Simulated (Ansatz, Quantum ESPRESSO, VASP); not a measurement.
# Equation of state of CsPbCl3 under PBEsol

```yaml
crystal:
  lattice:
    - [5.60500, 0.00000, 0.00000]
    - [0.00000, 5.60500, 0.00000]
    - [0.00000, 0.00000, 5.60500]
  atoms:
    - { symbol: Pb, position: [0.50000, 0.50000, 0.50000] }
    - { symbol: Cs, position: [0.00000, 0.00000, 0.00000] }
    - { symbol: Cl, position: [0.50000, 0.00000, 0.50000] }
    - { symbol: Cl, position: [0.00000, 0.50000, 0.50000] }
    - { symbol: Cl, position: [0.50000, 0.50000, 0.00000] }
```

The cell was scaled at fixed shape and fractions and run with Ansatz, PseudoDojo PBEsol, cutoff 850 eV; PBEsol, k mesh 5 × 5 × 5 on the cell of 5 atoms, fermi-dirac occupations of 0.05 eV, no spin polarisation, no spin-orbit coupling. Energies are those that the program minimises, any entropy of the smearing included.

```tsv
V (Å³/atom)	energy over the lowest row (meV/atom)
33.1043	12.721
33.8087	5.772
34.5130	1.630
35.2174	0.000
35.9217	0.612
36.6261	?
37.3304	7.622
```

Fit the third-order Birch-Murnaghan form, give V0, B0 and B′, and predict the energy left open.

With y = (V0/V)^(2/3), E = E0 + (9 V0 B0/16) [(y - 1)³ B′ + (y - 1)² (6 - 4y)]. Least squares through the rows shown give V0 = 35.3664 Å³/atom, E0 = -0.049 meV, B0 = 24.96 GPa (1 eV/Å³ = 160.218 GPa) and B′ = 4.67, with a largest miss of 0.002 meV. At V = 36.6261 the form with these constants gives 3.222 meV; the run gave 3.222 meV an atom. Other set-ups at this level, from all their volumes (Å³/atom, GPa): Ansatz, PseudoDojo PBEsol stringent: V0 35.379, B0 24.95; Quantum ESPRESSO, GBRV 1.5 PBEsol: V0 35.328, B0 24.95; VASP, PBE PAW files Cl, Cs_sv, Pb_d, 520 eV (made for PBE): V0 35.442, B0 24.95.
